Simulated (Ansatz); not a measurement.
# Te2Mo: biaxial strain in the a-b plane

The task here is to estimate one member of a computed series from the others.

Method: DFT PBE, scalar-relativistic, plane waves, PAW, in Ansatz 0.2.0.

2 further runs of the same task are left out: 2 set aside as unsound or not needed.

**The system as given**

The structure is hexagonal, space group P6_3/mmc (No. 194). The conventional cell has a = 3.557 Å, b = 3.557 Å, c = 15.332 Å, α = 90.00°, β = 90.00°, γ = 120.00°. Te (site symmetry 3m) has 3 Mo at 2.74 Å in its first shell of neighbours. Mo (site symmetry -6m2) has 6 Te at 2.74 Å in its first shell of neighbours.

As a file:

```xyz
6
Lattice="3.5567 0.0000 0.0000 -1.7783 3.0802 0.0000 0.0000 0.0000 15.3316" Properties=species:S:1:pos:R:3 pbc="T T T"
Te    0.0000    2.0534    9.6907
Te    1.7783    1.0267    2.0248
Te    1.7783    1.0267    5.6410
Te    0.0000    2.0534   13.3068
Mo    0.0000    2.0534    3.8329
Mo    1.7783    1.0267   11.4987
```

It goes back to an entry of the Materials Project.

It is the result of an earlier relaxation at this level (volume 27.99 Å³/atom; gap on the mesh: 1.02 eV).

The unstrained cell comes from an earlier run at this level (6 atoms, E(σ→0) -37833.4832 eV, gap 0.97 eV over the zone).

The first run:

input.yaml

```yaml
crystal:
  lattice:
    - [3.4855300688, 0.0, 0.0]
    - [-1.7427650344, 3.0185575852, 0.0]
    - [0.0, 0.0, 15.515589183]
  atoms:
    - { symbol: Te, position: [0.3333333333, 0.6666666667, 0.6320701658] }
    - { symbol: Te, position: [0.6666666667, 0.3333333333, 0.1320701658] }
    - { symbol: Te, position: [0.6666666667, 0.3333333333, 0.3679298342] }
    - { symbol: Te, position: [0.3333333333, 0.6666666667, 0.8679298342] }
    - { symbol: Mo, position: [0.3333333333, 0.6666666667, 0.25] }
    - { symbol: Mo, position: [0.6666666667, 0.3333333333, 0.75] }
basis:
  ecutwfc: 420
kpoints:
  mp_grid: { grid: [12, 12, 2] }
hamiltonian:
  xc: pbe
scf:
  occupations: { method: gaussian, width: 0.02 }
output:
  forces: true
  stress: true
  eigenvalues: true
relax:
  adjacent_minimum: "off"
  f_tol: 0.008
  max_steps: 40
  cell: { stress_tol: 0.015, fix: [a, b, gamma] }
```

Started as:

```sh
ansatz run input.yaml --threads 1 --pin off --max-ram 2560MiB --backend cpu --events-out ev --progress --plain --runs-dir out
```

Among the steps run: Strain -2.0 %; Band edges over the zone at -2.0 %; Strain +2.0 %; Seeking the band edges at +2.0 %; The cell strained by -4.0 %; Seeking the band edges at -4.0 %; The cell strained by +4.0 %; Seeking the band edges at +4.0 %; The cell strained by -6.0 %; Seeking the band edges at -6.0 %; At +6.0 %; The gap over the whole zone at +6.0 %.

One table of the session follows, with a row left open; its other results are not shown here.

It belongs to the step «Energy, stress and gap against strain». Lengths are those of the vectors of the cell that was run; stresses in GPa:

| strain (%) | ΔE (meV/atom) | a (Å) | b (Å) | c (Å) |
| --- | --- | --- | --- | --- |
| -6.0 | 94.7 | 3.343 | 3.343 | 15.961 |
| -4.0 | 40.1 | 3.414 | 3.414 | 15.761 |
| -2.0 | 9.6 | 3.486 | 3.486 | 15.546 |
| +0.0 | 0.0 | 3.557 | 3.557 | 15.332 |
| +2.0 | 8.9 | 3.628 | 3.628 | 15.141 |
| +4.0 | ? | ? | ? | ? |
| +6.0 | 74.1 | 3.770 | 3.770 | 14.706 |

Estimate the missing values for strain (%) = +4.0.

Worked estimate for «ΔE (meV/atom)». A straight line through the neighbours (2.0, 8.9) and (6.0, 74.1) gives 8.9 + (74.1 − 8.9) × (4.0 − 2.0) / (6.0 − 2.0) = 41.5; a parabola fitted to 3 rows on both sides gives 33.6.

**Answer.** ΔE (meV/atom): 34.1; a (Å): 3.699; b (Å): 3.699; c (Å): 14.951. In «ΔE (meV/atom)» the line misses by +7.4 and the parabola by -0.5.

ΔE is over the unstrained cell. Stress in GPa, positive in compression, on the Cartesian axes of the input.

Limits of these values: Layers here are held mostly by dispersion, which this level lacks, so their spacing and the stiffness across them are unreliable there.
